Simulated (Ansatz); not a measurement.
# Au: the cost of one run

Method: DFT PBE, scalar-relativistic, plane waves, PAW, in Ansatz 0.2.0.

3 further runs of the same task are left out: 3 set aside as unsound or not needed.

## Step 1: The structure to begin with

The structure is cubic, space group Fm-3m (No. 225). Conventional cell: a = 4.112 Å, b = 4.112 Å, c = 4.112 Å, α = 90.00°, β = 90.00°, γ = 90.00°. Ti (site symmetry m-3m) is surrounded by 12 Ti at 2.91 Å.

Coordinates:

```cif
data_structure
_symmetry_space_group_name_H-M 'P 1'
_symmetry_Int_Tables_number 1
_cell_length_a 2.9076
_cell_length_b 2.9076
_cell_length_c 2.9076
_cell_angle_alpha 60.000
_cell_angle_beta 60.000
_cell_angle_gamma 60.000
_cell_volume 17.38
loop_
_atom_site_label
_atom_site_type_symbol
_atom_site_fract_x
_atom_site_fract_y
_atom_site_fract_z
_atom_site_occupancy
Ti1 Ti 0.00000 0.00000 0.00000 1
```

This cell was relaxed beforehand with the same method: volume 17.38 Å³/atom, gap on the mesh none (metal).

## Step 2: The film's bulk: Au

Relaxed beforehand at this level: -13149.3288 eV/atom, gap on the mesh none (metal).

```
Au
1.0
     0.00000   -2.07904   -2.07904
     2.07904    0.00000   -2.07904
     2.07904   -2.07904    0.00000
Au
1
Direct
  0.00000 0.00000 0.00000
```

The bulk reference of Ti, the base, comes from a run made before at the same settings: -2499.6092 eV/atom.

## Step 3: The film's bulk on the base's lattice

The (111) plane of Au is fitted to the (111) plane of Ti, a strain of -1.1 % along x and -1.1 % along y; the third vector and the atoms relax.

input.yaml reads:

```yaml
crystal:
  lattice:
    - [2.9076478643, 0.0, 0.0]
    - [-1.4538239322, 2.5180969158, 0.0]
    - [1.4538239322, 0.8393656386, 2.432959731]
  atoms:
    - { symbol: Au, position: [0.0, 0.0, 0.0] }
basis:
  ecutwfc: 420
kpoints:
  mp_grid: { grid: [12, 12, 14] }
hamiltonian:
  xc: pbe
scf:
  occupations: { method: gaussian, width: 0.1 }
output:
  forces: true
  stress: true
  eigenvalues: true
  write_density: true
  write_potential: true
  elf: true
  volumetric_format: npy
relax:
  adjacent_minimum: "off"
  f_tol: 0.01
  max_steps: 50
  cell: { fix: [a, b, gamma], stress_tol: 0.1 }
```

Run with:

```bash
> ansatz run input.yaml --threads 1 --pin off --max-ram 2560MiB --backend cpu --events-out ev --progress --plain --runs-dir out
```

What time and memory should one allow on 1 thread of Arm Neoverse V1, shared host?

About 50 s, with a peak of 0.42 GiB.
